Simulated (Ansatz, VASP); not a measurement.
## One calculation of BP, two programs

```xyz
2
Lattice="0.0000 2.2200 2.2200 2.2200 0.0000 2.2200 2.2200 2.2200 0.0000" Properties=species:S:1:pos:R:3 pbc="T T T"
B     0.0000    0.0000    0.0000
P     1.1100    1.1100    1.1100
```

Alike in both runs: functional PBEsol; k mesh 10 × 10 × 10; occupations gaussian, width 0.02 eV; no spin polarisation.

Ansatz relaxed the structure, and its values are those at the end. VASP's run is a single point on that final structure, the one shown.

```csv
,VASP,Ansatz
version,VASP 6.6.1,Ansatz 0.2.0
potentials or method,"VASP PAW PBE potentials, release 64 (B, P)","scalar-relativistic, plane waves, PAW"
plane-wave cutoff (eV),520,420
valence electrons in the cell,8,8
```

VASP gave:

| Item | Value |
| --- | --- |
| gap on the k mesh at the Fermi level (eV) | 1.04 |
| least direct gap on the mesh (eV) | 3.46 |
| pressure (GPa) | 10.2 |

Task: Which values does Ansatz return?

Result: gap on the k mesh at the Fermi level (eV): 1.05; least direct gap on the mesh (eV): 3.47; pressure (GPa): 10.1.

Caveats: the PAW data sets were made with another functional, which shifts forces and pressure a little (VASP). A hybrid or GW would open this gap; PBEsol tends to underestimate it. A k mesh can miss the band edges.
